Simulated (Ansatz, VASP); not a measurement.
## C in VASP and in Ansatz

Contents of INCAR:

```
  ALGO = Normal
  EDIFF = 1E-7
  ENCUT = 520
  GGA = PE
  ISIF = 2
  ISMEAR = -1
  LASPH = T
  LCHARG = F
  LREAL = F
  LWAVE = F
  NBANDS = 16
  NELM = 80
  PREC = Accurate
  SIGMA = 0.05
```

KPOINTS

```
k-points
0
Gamma
  12 12 12
```

POSCAR

```
C
1.0
    1.2249114179      0.7072029369      8.2270254061
   -1.2249114179      0.7072029369      8.2270254061
    0.0000000000     -1.4144058737      8.2270254061
C
4
Direct
    0.0871730800      0.0871730800      0.0871730800
    0.7538500600      0.7538500600      0.7538500600
    0.2461499400      0.2461499400      0.2461499400
    0.9128269200      0.9128269200      0.9128269200
```

File input.yaml:

```yaml
crystal:
  lattice:
    - [1.2249114179, 0.7072029369, 8.2270254061]
    - [-1.2249114179, 0.7072029369, 8.2270254061]
    - [0.0, -1.4144058737, 8.2270254061]
  atoms:
    - { symbol: C, position: [0.08717308, 0.08717308, 0.08717308] }
    - { symbol: C, position: [0.75385006, 0.75385006, 0.75385006] }
    - { symbol: C, position: [0.24614994, 0.24614994, 0.24614994] }
    - { symbol: C, position: [0.91282692, 0.91282692, 0.91282692] }
hamiltonian:
  xc: pbe
  pseudopotentials: { kind: paw }
kpoints:
  mp_grid: { grid: [12, 12, 12] }
scf:
  occupations: { method: fermi_dirac, width: 0.05 }
output:
  forces: true
  stress: true
  eigenvalues: true
```

Change from the starting cell: volume scaled by 0.98.

Alike in both runs: task single point; functional PBE; k mesh 12 × 12 × 12; occupations fermi-dirac, width 0.05 eV; no spin polarisation.

```csv
,VASP,Ansatz
version,VASP 6.6.1,Ansatz 0.2.0
potentials or method,"VASP PAW PBE potentials, release 64 (C)",Ansatz PAW
plane-wave cutoff (eV),520,420
valence electrons in the cell,16,16
```

Ansatz gave:

| Quantity | Value |
| --- | --- |
| gap on the k mesh at the Fermi level (eV) | 0.19 |
| least direct gap on the mesh (eV) | 0.19 |
| pressure (GPa) | 4.8 |
| largest component of the traceless stress (GPa) | 4.54 |
| rms of the force components (eV/Å) | 0.005 |

Problem. Estimate VASP's values.

Solution. gap on the k mesh at the Fermi level (eV): 0.19; least direct gap on the mesh (eV): 0.19; pressure (GPa): 5.2; largest component of the traceless stress (GPa): 4.98; rms of the force components (eV/Å): 0.005.

Atom by atom the forces differ by 0.000 eV/Å (rms over components).

Caveats: the pressure holds a Pulay correction of +0.4 GPa for the finite cutoff (Ansatz). A k mesh can miss the band edges.
